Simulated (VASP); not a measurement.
A run of VASP 6.6.1 is set up as follows.

File INCAR:

```
PREC = Accurate
ENCUT = 520
EDIFF = 1E-6
ISMEAR = -1
SIGMA = 0.05
LREAL = False
LASPH = True
NELM = 60
ALGO = Normal
ISIF = 2
LWAVE = False
LCHARG = False
GGA = B5
ALDAX = 1.0
AGGAX = 1.0
AGGAC = 1.0
ALDAC = 0.0
NBANDS = 35
```

File KPOINTS:

```
Automatic mesh
0
Gamma
  6 6 8
```

POSCAR

```
PbO2
1.0
    4.9949598700      0.0000000000      0.0000000000
    0.0000000000      4.9949598700      0.0000000000
    0.0000000000      0.0000000000      3.4090009600
Pb O
2 4
Direct
    0.5000000000      0.5000000000      0.5000000000
    0.0000000000      0.0000000000      0.0000000000
    0.6925710400      0.6925710400      0.0000000000
    0.8074289600      0.1925710400      0.5000000000
    0.1925710400      0.8074289600      0.5000000000
    0.3074289600      0.3074289600      0.0000000000
```

Contents of KPOINTS_OPT:

```
path GXMGZRAZ,XR,MA
15
line-mode
reciprocal
 0.0000000000  0.0000000000  0.0000000000  G
 0.0000000000  0.5000000000  0.0000000000  X

 0.0000000000  0.5000000000  0.0000000000  X
 0.5000000000  0.5000000000  0.0000000000  M

 0.5000000000  0.5000000000  0.0000000000  M
 0.0000000000  0.0000000000  0.0000000000  G

 0.0000000000  0.0000000000  0.0000000000  G
 0.0000000000  0.0000000000  0.5000000000  Z

 0.0000000000  0.0000000000  0.5000000000  Z
 0.0000000000  0.5000000000  0.5000000000  R

 0.0000000000  0.5000000000  0.5000000000  R
 0.5000000000  0.5000000000  0.5000000000  A

 0.5000000000  0.5000000000  0.5000000000  A
 0.0000000000  0.0000000000  0.5000000000  Z

 0.0000000000  0.5000000000  0.0000000000  X
 0.0000000000  0.5000000000  0.5000000000  R

 0.5000000000  0.5000000000  0.0000000000  M
 0.5000000000  0.5000000000  0.5000000000  A
```

Potentials or basis: VASP PAW PBE potentials, release 64 (Pb_d, O).

Run with:

```bash
$ cat potpaw_PBE.64/Pb_d/POTCAR potpaw_PBE.64/O/POTCAR > POTCAR
$ mpirun -np 1 vasp_std > vasp.out
```

Q: Estimate the largest force.

A: 0.132 eV/Å.

Q: Estimate the band gap along the path.

A: None (metal or under the smearing width).

Stress tensor (GPa, compression positive):
```
10.70  0.00  0.00
 0.00 10.70  0.00
 0.00  0.00 13.52
```

Caveat: the PAW data sets were made with another functional, which shifts forces and pressure a little; spin-orbit coupling is left out, which moves the levels of the heavy elements.
